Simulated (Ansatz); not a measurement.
# Bi₂Te₃: how the energy converges with the cutoff

Bi₂Te₃, R3m, a = 4.417 Å, c = 29.840 Å. This isn't the usual stable structure of the compound. Ansatz: PBEsol, PAW, cutoff varied, Γ-centred 12×12×12 mesh on 5 atoms, Gaussian smearing 0.10 eV; no spin polarisation. Single points at one geometry, the cutoff alone changed; ΔE is the energy at zero smearing over the run at 850 eV (runs within 0.3 meV/atom of it are left out). The runs up to 380 eV lie under the cutoff recommended for these PAW datasets.

```
cutoff (eV)  ΔE (meV/atom)
        150       58521.46
        200              ?
        250         911.70
        300          70.47
        350           4.04
        380           2.05
        420           1.33
        460           0.60
```

Assume ΔE falls exponentially with the cutoff, fit y = ln ΔE against x, the cutoff in eV, to the other rows, and predict the missing value.

y = 10.977, 6.815, 4.255, 1.396, 0.718, 0.285, -0.511. Means x = 330.0, y = 3.4193; Σ(Δx)² = 67600, ΣΔxΔy = -2626; the slope is their ratio. y = 16.24 − 0.03884 x, a factor of ten per 59 eV. At 200 eV this gives ΔE = 4779.06 meV/atom. The run gave 8081.35, a ratio of 0.59. Between neighbouring rows the decay runs from a factor of ten per 40 eV to one per 213 eV, so one exponential is only a rough guide.